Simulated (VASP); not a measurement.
Input of a VASP 6.6.1 run:

File INCAR:

```
PREC = Accurate
ENCUT = 520
EDIFF = 1E-6
ISMEAR = 0
SIGMA = 0.05
LREAL = False
LASPH = True
NELM = 60
ALGO = Fast
ISIF = 2
LWAVE = False
LCHARG = False
GGA = PE
NBANDS = 16
```

KPOINTS

```
Automatic mesh
0
Gamma
  12 12 12
```

File POSCAR:

```
MnS
1.0
    0.0000000000      2.4278361185      2.4278361185
    2.4278361185      0.0000000000      2.4278361185
    2.4278361185      2.4278361185      0.0000000000
Mn S
1 1
Direct
    0.0000000000      0.0000000000      0.0000000000
    0.5000000000      0.5000000000      0.5000000000
```

Potentials or basis: VASP PAW PBE potentials, release 64 (Mn_pv, S).

The run is started by

```console
$ cat potpaw_PBE.64/Mn_pv/POTCAR potpaw_PBE.64/S/POTCAR > POTCAR
$ mpirun -np 1 vasp_std > vasp.out
```

Q: Predict the band gap on the k mesh.

A: None (metal or under the smearing width).

Q: What does it give for the pressure?

A: -12.4 GPa.

Caveat: the run has no spin polarisation, though such a crystal can be magnetic; semilocal functionals often make such compounds metallic where correlation or magnetic order opens a gap, which also shifts bond lengths. Spin polarisation is off, so any magnetic state and its effect on volume and gap are missing.
